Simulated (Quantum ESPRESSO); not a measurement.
WC in Quantum ESPRESSO: the effect of functional

Crystal: WC.

```
W C
1.0
     0.00000    2.19268    2.19268
     2.19268    0.00000    2.19268
     2.19268    2.19268    0.00000
W C
1 1
Direct
  0.00000 0.00000 0.00000
  0.50000 0.50000 0.50000
```

Measurements of this composition are mostly on another form, of space group No. 187.

Alike in all runs:

```yaml
Program: Quantum ESPRESSO 7.5
Task: phonon dispersion
Cutoff: 762 eV
Density_cutoff: 6095 eV
k_mesh: 8 × 8 × 8
Occupations: cold, width 0.2 eV
Spin: no spin polarisation
```

Each run relaxes the cell or the atoms first.

| functional | potentials or basis | relaxed volume (Å³/atom) | highest phonon frequency (cm⁻¹) |
| --- | --- | --- | --- |
| LDA | GBRV 1.5 LDA | 10.14 | 702 |
| PBE | GBRV 1.5 PBE | ? | ? |
| PBEsol | GBRV 1.5 PBEsol | 10.29 | 694 |

Task: What does the run with functional PBE give?

Result: Relaxed volume 10.53 Å³/atom; highest phonon frequency 673 cm⁻¹.

Caveats: the mesh is thin for the phonons of a metal; some modes are imaginary.
